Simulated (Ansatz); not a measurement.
MoS2:

```
Mo S
1.0
     3.22746    0.00000    0.00000
    -1.61373    2.79507    0.00000
     0.00000    0.00000    6.31247
Mo S
1 2
Cartesian
  0.0000 0.0000 3.1562
  1.6137 0.9317 4.7008
  0.0000 1.8634 1.6117
```

Measurements of this composition are mostly on another form, of space group No. 194.

Base run:

```yaml
Program: Ansatz 0.2.0
Functional: BLYP
Potentials_or_basis: Ansatz PAW
Cutoff: 420 eV
Density_cutoff: 1680 eV
k_mesh: 9 × 9 × 4
Occupations: fermi-dirac, width 0.05 eV
Spin: no spin polarisation
```

Its results: band gap on the k mesh none (metal or under the smearing width); pressure 7.8 GPa; largest force 0.660 eV/Å.

The run is repeated on the same cell with these changes: functional from BLYP to LDA. What comes out?

Band gap on the k mesh none (metal or under the smearing width); pressure -6.0 GPa; largest force 0.155 eV/Å.

LDA binds more tightly than BLYP, so the same cell stands under less pressure.

Caveats: the PAW data sets come from PBE, with cores solved anew for the run's functional, which leaves a small shift of forces and pressure; the potentials were made for another functional, which shifts forces and pressure (some runs); this functional lacks dispersion, which binds the layers, so the pressure and a relaxed spacing across them are unreliable (some runs).

Not every run made on this cell is shown here.
